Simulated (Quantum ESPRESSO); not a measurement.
The system is PbS (Galena).

```
Pb S
1.0
     0.00000    2.96575    2.96575
     2.96575    0.00000    2.96575
     2.96575    2.96575    0.00000
Pb S
1 1
Direct
  0.00000 0.00000 0.00000
  0.50000 0.50000 0.50000
```

Base run:

| Property | Result |
| --- | --- |
| Program | Quantum ESPRESSO 7.5 |
| Functional | BLYP |
| Potentials or basis | PseudoDojo 0.4.1 SR PBE standard |
| Cutoff | 762 eV |
| Density cutoff | 3048 eV |
| k mesh | 8 × 8 × 8, shifted |
| Occupations | fermi-dirac, width 0.05 eV |
| Spin | no spin polarisation |

Its results: pressure 6.1 GPa; electronic dielectric tensor (diagonal) 15.72.

Problem. After a change of settings the same cell gave: pressure 2.3 GPa; electronic dielectric tensor (diagonal) 16.33. Which change was it?
A. functional from BLYP to WC
B. functional from BLYP to PBEsol; potentials or basis from PseudoDojo 0.4.1 SR PBE standard to PseudoDojo 0.4.1 SR PBEsol standard
C. functional from BLYP to LDA; potentials or basis from PseudoDojo 0.4.1 SR PBE standard to PseudoDojo 0.4.1 SR LDA standard
D. functional from BLYP to PBE

Solution. D.

PBE binds more tightly than BLYP, so the same cell stands under less pressure.

Caveats: the potentials were made for another functional, which shifts forces and pressure (some runs); the cell is more than 3 GPa from zero pressure, which shifts response properties (some runs).
